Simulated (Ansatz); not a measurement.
Computed results, one entry a study.

```xyz
3
Lattice="3.185 0.000 0.000 -1.593 2.758 0.000 0.000 0.000 30.573" Properties=species:S:1:pos:R:3 subject="MoS2 (2H monolayer): spin-orbit coupling beyond the local functionals" method="DFT, HSE06 with spin-orbit coupling, plane waves, PAW (and 1 further level or step)" program="Ansatz 0.2.0" settings_of_one_run="cutoff 420 eV, 6×6×1 k-mesh, default PAW" cost="2 runs, 45 s in all on 1 × NVIDIA H100 80GB HBM3 (shared by 6 runs) with 2 threads of AMD EPYC 7R13 (Zen 3), shared host (the runs of this entry)" notes="The structure was relaxed with PBE. The lattice is static and excitons are left out." hse06="2.13 eV" hse06_soc="2.02 eV"
Mo    0.000    1.839    9.000
S     1.593    0.919   10.563
S     1.593    0.919    7.437
```

[Paths, hosts, dates, memory and timing lines, banners, echoed tables and standing remarks are left out of the program output.]

[Logs are printed without paths, hosts, clocks, repeated set-up lines and the standing remarks that a program may print on its own settings, such as how far it seeks lower states.]

[Runs of the session that timed out or met a known fault of the program may be left out.]

[Cells called generated may have been cut or substituted from an entry of the Crystallography Open Database or the Materials Project.]

[Hosts, paths, dates, database ids (printed as entryN), source tags and the programs' standing remarks are cut or masked in the printed files.]
